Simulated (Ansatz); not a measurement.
# Generalised stacking fault in Si$_{2}$W

Level of theory: Ansatz 0.2.0, DFT PBE, scalar-relativistic, plane waves, PAW. Settings: plane waves to 420 eV, k-mesh 14×14×3 (Γ-centred), Gaussian smearing 0.15 eV. Spin–orbit coupling is left out, which can shift energies with elements as heavy as these. No spin polarisation. Energies are free energies at this smearing, counted from the undisturbed cell; pressure is positive in compression.

The undisturbed cell (relaxed at this level):

```xyz
12
Lattice="-3.2290 0.0000 0.0000 0.0000 -3.2290 0.0000 0.0000 0.0000 15.7337" Properties=species:S:1:pos:R:3 pbc="T T T"
Si   -1.6145   -1.6145    4.5987
Si    0.0000    0.0000    0.6653
Si   -1.6145   -1.6145   12.4656
Si    0.0000    0.0000    8.5322
Si   -1.6145   -1.6145    7.2015
Si    0.0000    0.0000    3.2681
Si   -1.6145   -1.6145   15.0683
Si    0.0000    0.0000   11.1349
W    -1.6145   -1.6145    9.8335
W     0.0000    0.0000    5.9001
W    -1.6145   -1.6145    1.9667
W     0.0000    0.0000   13.7669
```

The cut lies on the cell's a–b face, a (0 0 1) plane (indices in the standard cell, whose axes needn't be the Cartesian ones shown) of area 10.43 Å², between layers 1.33 Å apart. Vector c is tilted by f times 1·a + 0·b (length 3.229 Å) with the atoms' Cartesian places fixed: one unrelaxed fault a cell. The cell is metallic on the mesh throughout.

f, γ (mJ/m²) and a bar:
```
   0.0000          0
   0.1000        420 ###
   0.2000       1591 ##########
   0.3000       3219 ####################
   0.4000       4751 ##############################
```

By symmetry 0.6000 repeats 0.4000, 0.8000 repeats 0.2000 in energy, with the opposite slope along the path.

Cost: 5 runs of about 7.3 core-minutes in all, on Oxide Virtual Turin-like Processor (Zen 5) (shared hosts).